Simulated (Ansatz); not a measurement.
# Mg2ZnO3: the cost of one run

Program: Ansatz 0.2.0. Level of theory: DFT PBE, scalar-relativistic, plane waves, PAW. These are calculated values, not measurements.

## Step 1: The system as given

It takes space group Immm (No. 71, orthorhombic). Conventional cell: a = 3.294 Å, b = 4.659 Å, c = 9.883 Å, α = 90.00°, β = 90.00°, γ = 90.00°. Around Mg (site symmetry mm2) lie 6 O at 2.33 Å. Around Zn (site symmetry mmm) lie 6 O at 2.33 Å. O (site symmetry mmm) has 2 Zn at 2.33 Å and 4 Mg at 2.33 Å as nearest neighbours. O (site symmetry mm2) has 4 Mg at 2.33 Å and 2 Zn at 2.33 Å as nearest neighbours.

Structure file:

```
CELL_PARAMETERS angstrom
-1.64718 2.32946 4.94153
1.64718 -2.32946 4.94153
1.64718 2.32946 -4.94153
ATOMIC_POSITIONS crystal
Mg 0.16667 0.16667 0.00000
Mg 0.83333 0.83333 0.00000
Zn 0.50000 0.50000 0.00000
O 0.00000 0.50000 0.50000
O 0.66667 0.16667 0.50000
O 0.33333 0.83333 0.50000
```

The start is an ordering of an alloy on its end members' structure types: elements ordered on the sites of the MgO type, Zn/Mg on Mg (Immm, No. 71).

## Step 2: The guess as it stands, on a coarse mesh

File input.yaml:

```yaml
crystal:
  lattice:
    - [-1.64717727, 2.32946043, 4.9415318]
    - [1.64717727, -2.32946043, 4.9415318]
    - [1.64717727, 2.32946043, -4.9415318]
  atoms:
    - { symbol: Mg, position: [0.16666667, 0.16666667, 0.0] }
    - { symbol: Mg, position: [0.83333333, 0.83333333, 0.0] }
    - { symbol: Zn, position: [0.5, 0.5, 0.0] }
    - { symbol: O, position: [0.0, 0.5, 0.5] }
    - { symbol: O, position: [0.66666667, 0.16666667, 0.5] }
    - { symbol: O, position: [0.33333333, 0.83333333, 0.5] }
basis:
  ecutwfc: 420
kpoints:
  mp_grid: { grid: [6, 6, 6] }
hamiltonian:
  xc: pbe
scf:
  occupations: { method: gaussian, width: 0.1 }
  lower_state_search: "off"
output:
  forces: true
  stress: true
  eigenvalues: true
```

Launch:

```bash
$ ansatz run input.yaml --threads 1 --pin off --max-ram 2560MiB --backend cpu --events-out ev --progress --plain --runs-dir out
```

Q: Estimate wall time and peak memory on 1 thread of Intel Xeon 6975P-C (Granite Rapids), shared host.

About 2.6 s, with a peak of 0.43 GiB.
